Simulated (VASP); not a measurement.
Ge: phonons with r2SCAN

The system is Ge.

```
CELL_PARAMETERS angstrom
0.00000 2.79116 2.96762
2.79116 0.00000 2.96762
2.79116 2.79116 0.00000
ATOMIC_POSITIONS crystal
Ge 0.00000 0.00000 0.00000
Ge 0.25000 0.25000 0.25000
```

| Quantity | Value |
| --- | --- |
| Program | VASP 6.6.1 |
| Task | phonons |
| Functional | r2SCAN |
| Potentials or basis | VASP PAW PBE potentials, release 64 (Ge_d) |
| Cutoff | 600 eV |
| k mesh | 8 × 8 × 8 |
| Occupations | gaussian, width 0.01 eV |
| Spin | no spin polarisation |
| Further INCAR settings | ALGO = Normal; EDIFF = 1e-08; IBRION = 6; POTIM = 0.015; NSW = 1 |

```
Relaxed volume                         : 22.86 Å³/atom
Relaxed cell                           : a = 4.013 Å, b = 4.013 Å, c = 4.014 Å, α = 60.00°, β = 60.00°, γ = 60.01°
Space group after relaxing (to 0.05 Å) : Fd-3m (No. 227)
Highest phonon frequency at Γ          : 297 cm⁻¹
```

Step by step:
| step | energy change (eV) | largest force (eV/Å) | pressure (GPa) | volume (Å³) |
| --- | --- | --- | --- | --- |
| 1 | 0.0000 | 0.0000 | -0.69 | 46.24 |
| 2 | -0.0286 | 0.0000 | 0.25 | 45.55 |
| 3 | -0.0316 | 0.0000 | 0.69 | 45.28 |
| 4 | -0.0317 | 0.0000 | 0.79 | 45.23 |
| 5 | -0.0327 | 0.0000 | -0.38 | 45.96 |
| 6 | -0.0330 | 0.0000 | 0.00 | 45.71 |
| 7 | -0.0330 | 0.0000 | -0.02 | 45.72 |
| 8 | -0.0330 | 0.0000 | -0.03 | 45.73 |
| 9 | -0.0330 | 0.0000 | 0.02 | 45.70 |
| 10 | -0.0330 | 0.0000 | 0.01 | 45.71 |
| 11 | -0.0330 | 0.0000 | 0.01 | 45.71 |
| 12 | -0.0330 | 0.0000 | 0.00 | 45.71 |

Final structure:
```
Ge
1.0
     0.00000    2.83811    2.83755
     2.83811    0.00000    2.83755
     2.83811    2.83811    0.00000
Ge
2
Direct
  0.00000 0.00000 0.00000
  0.25000 0.25000 0.25000
```

Phonon frequencies in cm⁻¹ (negative: imaginary):
| q point | frequencies |
| --- | --- |
| (0.000, 0.000, 0.000) | 0 0 0 297 297 297 |

Run time: 25 min on 1 thread of Intel(R) Xeon(R) 6975P-C (Granite Rapids), with other jobs on the host, peak memory 0.34 GiB.

Caveat: the PAW data sets were made with another functional, which shifts forces and pressure a little.
